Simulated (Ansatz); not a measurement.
## SiC (F-43m): several responses side by side

Conventional cell: a = 4.357 Å, b = 4.357 Å, c = 4.357 Å, α = 90.00°, β = 90.00°, γ = 90.00°. Around Si (atom 1) lie 4 C at 1.89 Å. C (atom 2) is surrounded by 4 Si at 1.89 Å.

Ansatz runs use the cell relaxed by PAW under their functional.

(1) What are its gap and electron mass? (PBEsol, all-electron LAPW in Ansatz 0.2.0, scalar-relativistic; a = 4.357 Å; k mesh 10×10×10, fixed occupations, basis error target 1 meV/atom)

(2) How stiff is it? (PBEsol, all-electron LAPW in Ansatz 0.2.0, scalar-relativistic; a = 4.357 Å; k mesh 10×10×10, strains of ±0.005, fixed occupations, basis error target 0.5 meV/atom)

(3) How does it vibrate? (PBEsol, all-electron LAPW in Ansatz 0.2.0, scalar-relativistic; a = 4.357 Å; k mesh 10×10×10, fixed occupations, basis error target 1 meV/atom; q mesh 2×2×2)

(4) How does it screen a field? (PBEsol, PAW on Ansatz 0.2.0's default frozen-core files (fitted under PBE), scalar-relativistic; a = 4.357 Å; k mesh 10×10×10, fixed occupations, cutoff 420 eV)

(5) How much do local fields and the kernel change ε∞?

## Answers

(1) Kohn-Sham band edges (the gap between refined extrema, the direct gap on the fine mesh): gap = 1.24 eV, least direct gap = 4.46 eV, electron conductivity mass = 0.286 mₑ, ε∞ without local fields (PAW) = 7.35.

(2) Elastic moduli (Hill averages, relaxed ions; θ_D from sound speeds over directions): B = 221 GPa, G = 187 GPa, C11 = 390 GPa, C44 = 243 GPa, ν = 0.170, θ_D = 1135 K.

(3) Harmonic phonons by finite displacements (no LO-TO term; negative means unstable): highest mode = 823 cm⁻¹, lowest at L = 255 cm⁻¹, lowest at X = 358 cm⁻¹, highest at Γ = 786 cm⁻¹.

(4) Dielectric response and Born charges by linear response (direction means): ε∞ = 7.06, largest |Z*| = 2.72 e, ε₀ = 10.4.

(5) From 7.35 (independent particles) to 7.06 (linear response), -4 %. The two sums use different k meshes, so a part of a few per cent can be the mesh's.

Keep in mind: semilocal gaps are low, and light masses and ε∞ follow the gap (band edges); constants at zero field, no piezoelectric stiffening (moduli); frozen-core PAW files fitted under PBE, their cores solved anew for the functional of the run (field response); zone-boundary modes aren't tested (field response); semilocal gaps are low, so ε∞ comes out large.
